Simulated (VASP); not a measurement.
## H4O: single point with r2SCAN

H4O:

```
H O
1.0
     5.82848    0.00000    0.00000
     0.00000    5.82848    0.00000
     0.00000    0.00000    5.82848
H O
12 3
Direct
  0.39213 0.53741 0.75320
  0.37921 0.49413 0.63728
  0.46635 0.65010 0.17974
  0.57648 0.71185 0.20939
  0.12315 0.08097 0.84835
  0.14565 0.12407 0.73127
  0.15227 0.24545 0.33877
  0.36606 0.09352 0.34184
  0.05497 0.60676 0.09524
  0.10473 0.77655 0.29833
  0.84003 0.58489 0.58713
  0.80728 0.37255 0.74625
  0.21335 0.10524 0.39765
  0.03809 0.63790 0.25806
  0.86400 0.53010 0.74498
```

The cell was built by a generator and needn't be a form met in nature.

```
Program             : VASP 6.6.1
Task                : single point
Functional          : r2SCAN
Potentials or basis : VASP PAW PBE potentials, release 64 (H, O)
Cutoff              : 520 eV
k mesh              : 1 × 1 × 1
Occupations         : fermi-dirac, width 0.02 eV
Spin                : no spin polarisation
```

```yaml
Pressure: -0.1 GPa
Largest_force: 2.990 eV/Å
Band_gap_on_the_k_mesh: 6.51 eV, direct
```

Forces in eV/Å, atoms in the order of the input:
```
H    0.112  0.237  0.562
H   -0.184 -0.226 -0.570
H    0.151  0.206  0.187
H   -0.024 -0.213 -0.093
H   -0.122 -0.135  0.729
H    0.108  0.024 -0.234
H   -0.199  0.740 -0.249
H    0.728  0.051 -0.303
H   -0.158  0.527  0.193
H    1.029  2.219  0.259
H    0.252 -0.375  0.706
H    0.218  0.591 -0.079
O   -0.520 -0.739  0.128
O   -1.087 -2.701 -0.681
O   -0.304 -0.204 -0.555
```

Stress tensor (GPa, compression positive):
```
-0.33  0.62 -0.22
 0.62  0.50  0.01
-0.22  0.01 -0.44
```

Levels at points of the mesh, in eV from the valence-band top:
```csv
k point,band 13,band 14,band 15,band 16,band 17,band 18
"(0.00, 0.00, 0.00)",-0.84,-0.54,0.00,6.51,8.22,8.84
```

Run time: 44 s on 1 thread of Intel(R) Xeon(R) 6975P-C (Granite Rapids), with other jobs on the host, peak memory 0.32 GiB.

Caveat: the PAW data sets were made with another functional, which shifts forces and pressure a little. r2SCAN opens gaps a little over a GGA but as a rule still falls short of measured ones.
